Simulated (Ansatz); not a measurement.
# From the elastic tensor of Si at 7 GPa (stress–strain coefficients) to moduli and sound speeds

These are results of DFT PBE, scalar-relativistic, plane waves, PAW in Ansatz, not measurements. Cutoff 420 eV, 12×12×12 k-points (Γ-centred), fixed occupations. No spin polarisation.

It takes space group Fd-3m (No. 227, cubic). Conventional cell: a = 5.348 Å, b = 5.348 Å, c = 5.348 Å, α = 90.00°, β = 90.00°, γ = 90.00°. Si (site symmetry -43m) has 4 Si at 2.32 Å as nearest neighbours.

 The bands were filled as in an insulator; under compression the gap may have closed between mesh points.

Relaxed-ion constants (GPa, on the Cartesian axes of the calculation):
C11 = 181.2, C12 = 85.4, C13 = 85.4, C22 = 181.2, C23 = 85.4, C33 = 181.2, C44 = 77.8, C55 = 77.8, C66 = 77.8 GPa; the others vanish.

Density 2.440 g/cm³; 2 atoms in 38.23 Å³.

The values that follow are for a polycrystal of randomly turned grains, by Hill's mean where one number stands.

With S = C⁻¹: B_V = (C11+C22+C33+2(C12+C13+C23))/9, G_V = (C11+C22+C33−C12−C13−C23+3(C44+C55+C66))/15, 1/B_R = S11+S22+S33+2(S12+S13+S23), 15/G_R = 4(S11+S22+S33−S12−S13−S23)+3(S44+S55+S66); Hill is their mean. Then v_l = √((B+4G/3)/ρ), v_t = √(G/ρ), v_m = [(2/v_t³+1/v_l³)/3]^(−1/3) and Θ = (ħ/k_B)·v_m·(6π²n/V)^(1/3) for n atoms in the volume V; E = 9BG/(3B+G), ν = (3B−2G)/(2(3B+G)) and A^U = 5G_V/G_R + B_V/B_R − 6.

```json
{
  "Bulk modulus, Voigt / Reuss / Hill": "117.3 / 117.3 / 117.3 GPa",
  "Shear modulus, Voigt / Reuss / Hill": "65.9 / 62.3 / 64.1 GPa",
  "Young's modulus": "163 GPa",
  "Poisson ratio": "0.269",
  "Pugh ratio B/G": "1.83",
  "Universal anisotropy index": "0.29",
  "Longitudinal and transverse sound speeds": "9117 and 5125 m/s",
  "Debye temperature from the mean sound speed": "635 K"
}
```

Cost: 1 run of about 0.56 core-minutes, on Arm Neoverse V2 (shared hosts).

At 7 GPa, diamond-structure silicon resists every homogeneous strain, but its shear response is moderately anisotropic. The tetragonal shear governed by C11 − C12 is softer than that governed by C44. It leaves the bond lengths unchanged to first order and works mainly against the bond angles, whereas the C44 shear also stretches bonds, even after the two sublattices relax.

That C12 exceeds C44 is no sign of metallic bonding. Under pressure, central forces alone would make C12 exceed C44 by at least twice the pressure, since the atoms do not sit at inversion centres and the relaxation of the sublattices can only lower C44. The difference here is smaller, which fits directional covalent bonding. Likewise, the Pugh ratio of 1.83 lies slightly on the side usually called ductile, yet silicon is brittle at ordinary temperatures because its covalent bonds hinder dislocation motion, which an elastic ratio doesn't capture.

The positive elastic stiffnesses support mechanical stability against small uniform strains, but don't establish that this phase has a lower enthalpy than the metallic β-tin structure, which silicon adopts on further compression.
